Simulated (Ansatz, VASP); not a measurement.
Two plane-wave programs on GaN

```
Ga N
1.0
     0.00000    2.24912    2.24912
     2.24912    0.00000    2.24912
     2.24912    2.24912    0.00000
Ga N
1 1
Cartesian
  0.0000 0.0000 0.0000
  1.1246 1.1246 1.1246
```

The cell was built by a generator and needn't be a form met in nature.

Alike in both runs: functional PBEsol; k mesh 10 × 10 × 10; occupations gaussian, width 0.02 eV; no spin polarisation.

Ansatz relaxed the structure, and its values are those at the end. VASP's run is a single point on that final structure, the one shown.

|  | VASP | Ansatz |
| --- | --- | --- |
| version | VASP 6.6.1 | Ansatz 0.2.0 |
| potentials or method | VASP PAW PBE potentials, release 64 (Ga_d, N) | scalar-relativistic, plane waves, PAW |
| plane-wave cutoff (eV) | 520 | 420 |
| valence electrons in the cell | 18 | 18 |

```tsv
	VASP	Ansatz	Ansatz less VASP
gap on the k mesh at the Fermi level (eV)	1.72	1.70	-0.018
least direct gap on the mesh (eV)	1.72	1.70	-0.018
pressure (GPa)	-0.2	0.0	+0.20
```

With one functional, cell and mesh, what is left measures potentials, basis and numerics.

Caveats: the PAW data sets were made with another functional, which shifts forces and pressure a little (VASP). Expect the measured gap to be larger: semilocal functionals such as PBEsol lack the derivative discontinuity.
